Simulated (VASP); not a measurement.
Runs of VASP 6.6.1 on CdGeAs2. The structure is tetragonal, space group I-42d (No. 122). Conventional cell: a = 5.978 Å, b = 5.978 Å, c = 11.329 Å, α = 90.00°, β = 90.00°, γ = 90.00°. Cd (site symmetry -4) has 4 As at 2.65 Å as nearest neighbours. Around As (site symmetry 2) lie 2 Ge at 2.45 Å and 2 Cd at 2.65 Å. Around Ge (site symmetry -4) lie 4 As at 2.45 Å. The cell is a database's computed one.

```tsv
task	level	potentials or basis	smearing	ladder	gap on the mesh (eV)	pressure (GPa)	largest force (eV/Å)
band structure	r2SCAN	VASP PAW PBE potentials, release 64 (Cd, As, Ge_d)	gaussian 0.02 eV	gaps	(b)	0.0	-
band structure	LDA	VASP PAW LDA potentials, release 64 (Cd, As, Ge_d)	gaussian 0.02 eV	gaps	0.19	-2.3	0.21
band structure	TB-mBJ	VASP PAW PBE potentials, release 64 (Cd, As, Ge_d)	gaussian 0.02 eV	gaps	(a)	-	-
band structure	PBEsol	VASP PAW PBE potentials, release 64 (Cd, As, Ge_d)	gaussian 0.02 eV	gaps	0.19	-0.5	0.17
single point	PBEsol	VASP PAW PBE potentials, release 64 (Cd, As, Ge_d)	fermi-dirac 0.05 eV	free	0.19	-0.5	0.17
```

Alike in all rows: no spin polarisation; cell as given; k mesh 6 × 6 × 6; cutoff (eV) 520.

Estimate the missing entries.

(a) 0.54; (b) 0.08.

Caveats: the PAW data sets were made with another functional, which shifts forces and pressure a little (some runs); the mesh misses the band edges, which the band path finds closer together (some runs).

A k mesh can miss the band edges, and the runs leave out spin-orbit coupling on As, Cd, Ge.

Not every run made on this cell is shown here.
